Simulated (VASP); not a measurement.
WS2:

```
CELL_PARAMETERS angstrom
1.57900 0.91164 6.16333
-1.57900 0.91164 6.16333
0.00000 -1.82327 6.16333
ATOMIC_POSITIONS crystal
W 0.00000 0.00000 0.00000
S 0.24970 0.24970 0.24970
S 0.41900 0.41900 0.41900
```

Measurements of this composition are mostly on another form, of space group No. 194.

| Property | Result |
| --- | --- |
| Program | VASP 6.6.1 |
| Task | relaxation of cell and atoms |
| Functional | PBEsol |
| Dispersion | D3(BJ) |
| Potentials or basis | VASP PAW PBE potentials, release 64 (W_sv, S) |
| Cutoff | 520 eV |
| k mesh | 6 × 6 × 6 |
| Occupations | gaussian, width 0.02 eV |
| Spin | no spin polarisation |

At the start: pressure -4.1 GPa; volume 17.74 Å³/atom.

Q: Where does the relaxation end?

A: Over 19 steps the energy falls by 18.8 meV/atom and the volume is 16.43 Å³/atom (-7.4 %); space group R3m (No. 160, to 0.05 Å).

Step by step:
```
step  energy change (eV)  largest force (eV/Å)  pressure (GPa)  volume (Å³)
   1              0.0000                0.6005           -4.09        53.23
   2              0.0433                1.7087            8.40        49.82
   3             -0.0223                0.4533            0.11        51.93
   4             -0.0299                0.2910           -0.73        51.59
   5             -0.0299                0.2751           -0.71        51.61
   6             -0.0373                0.0794           -0.08        50.97
   7             -0.0396                0.2386            0.48        50.42
   8             -0.0455                0.1954            0.37        50.17
   9             -0.0558                0.0672            0.19        49.41
  10             -0.0564                0.0251            0.17        49.15
  11             -0.0564                0.0316            0.17        49.19
  12             -0.0564                0.0268           -0.13        49.30
  13             -0.0565                0.0146           -0.01        49.26
  14             -0.0565                0.0061            0.02        49.27
  15             -0.0565                0.0066            0.03        49.27
  16             -0.0565                0.0008           -0.01        49.28
  17             -0.0565                0.0028            0.00        49.27
  18             -0.0565                0.0022            0.00        49.27
  19             -0.0565                0.0005            0.00        49.28
```

Final structure:
```xyz
3
Lattice="1.5604 0.9009 5.8423 -1.5604 0.9009 5.8423 0.0000 -1.8018 5.8423" Properties=species:S:1:pos:R:3 pbc="T T T"
W     0.0000    0.0000    0.0112
S     0.0000    0.0000    4.2849
S     0.0000    0.0000    7.4242
```

Caveat: the PAW data sets were made with another functional, which shifts forces and pressure a little.
